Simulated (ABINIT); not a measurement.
Here is an ABINIT 10.8.3 (patched build) calculation.

The input run.abi:

```
# Datasets: one volume each
ndtset 7
getwfk -1
scalecart1 3*0.9795861087
scalecart2 3*0.9864848297
scalecart3 3*0.9932883884
scalecart4 3*1.0000000000
scalecart5 3*1.0066227096
scalecart6 3*1.0131594038
scalecart7 3*1.0196128224

# Pseudopotentials
pp_dirpath "./"
pseudos "Te.upf, Sn.upf"

# Structure
acell 8.4205719959 8.4205719959 8.4205719959
rprim
     0.0000000000     0.7071067812     0.7071067812
     0.7071067812     0.0000000000     0.7071067812
     0.7071067812     0.7071067812     0.0000000000
ntypat 2
znucl 52 50
natom 2
typat 1 2
xred
     0.5000000000     0.5000000000     0.5000000000
     0.0000000000     0.0000000000     0.0000000000

# Plane-wave basis
ecut 40.0

# k points
kptopt 1
ngkpt 7 7 7
nshiftk 1
shiftk 0.0 0.0 0.0

# Exchange and correlation
ixc -116133

# Bands and occupations
nband 19
occopt 3
tsmear 0.05 eV

# SCF cycle
nstep 100
tolvrs 1.0e-10

# Output
iomode 3
prtwf 1
prtden 0
prteig 0
prtebands 0
```

Potentials or basis: PseudoDojo NC SR PBEsol v0.4.1 standard.

Run with:

```sh
$ abinit run.abi > log 2>&1
```

Question: Predict the pressure derivative of the bulk modulus.

Answer: 4.5.

Question: What does it give for the equilibrium volume?

Answer: 31.08 Å³/atom.

Question: Estimate the bulk modulus.

Answer: 47 GPa.

Energy against volume, from the lowest point:
```tsv
volume (Å³/atom)	energy (meV/atom)
29.404	14.39
30.030	5.29
30.656	0.66
31.281	0.00
31.907	2.90
32.532	9.00
33.158	17.95
```

Caveat: pressures at fixed basis lie under the slope of the energies; this odd mesh misses L, where the gap lies, so gap, dielectric constants and Born charges aren't listed. Spin-orbit coupling is left out, which matters for the levels of Te.
